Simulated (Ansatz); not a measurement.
Set up this calculation in Ansatz 0.2.0, as the native input.

- Task: relaxation of cell and atoms
- Functional: PBEsol
- Potentials or basis: all-electron LAPW, scalar-relativistic
- Basis error allowed: 0.001 eV/atom
- k mesh: 10 × 10 × 10
- Occupations: fermi-dirac, width 0.05 eV
- Spin: no spin polarisation
- Target pressure: 10 GPa

The system is ZrN.

```
Zr N
1.0
     0.00000    2.30000    2.30000
     2.30000    0.00000    2.30000
     2.30000    2.30000    0.00000
Zr N
1 1
Direct
  0.50000 0.50000 0.50000
  0.00000 0.00000 0.00000
```

The input as run:

input.yaml

```yaml
crystal:
  lattice:
    - [0.0, 2.3, 2.3]
    - [2.3, 0.0, 2.3]
    - [2.3, 2.3, 0.0]
  atoms:
    - { symbol: Zr, position: [0.5, 0.5, 0.5] }
    - { symbol: "N", position: [0.0, 0.0, 0.0] }
kpoints:
  mp_grid: { grid: [10, 10, 10] }
scf:
  occupations: { method: fermi_dirac, width: 0.05 }
hamiltonian:
  xc: pbesol
  pseudopotentials: { kind: all_electron, lapw: { basis_error: 0.001 } }
output:
  forces: true
  stress: true
relax:
  f_tol: 0.02
  max_steps: 60
  cell: { p_target: 10.0 }
```

Potentials or basis: all-electron LAPW, scalar-relativistic.

Launch:

```console
$ ansatz run input.yaml --threads 1 --pin off --max-ram 3072MiB --backend cpu --events-out ev --progress --plain --runs-dir out
```

It gave:

```json
{
  "Relaxed volume": "11.39 Å³/atom",
  "Relaxed cell": "a = 3.182 Å, b = 3.182 Å, c = 3.182 Å, α = 60.00°, β = 60.00°, γ = 60.00°",
  "Space group after relaxing (to 0.05 Å)": "Fm-3m (No. 225)",
  "Energy change on relaxing (the enthalpy is what falls)": "+2.8 meV/atom",
  "Ionic steps": "6",
  "Pressure after relaxing": "10.0 GPa"
}
```

Run time: 31 s on 1 thread of Arm Neoverse V2, on a shared host, peak memory 0.3 GiB.
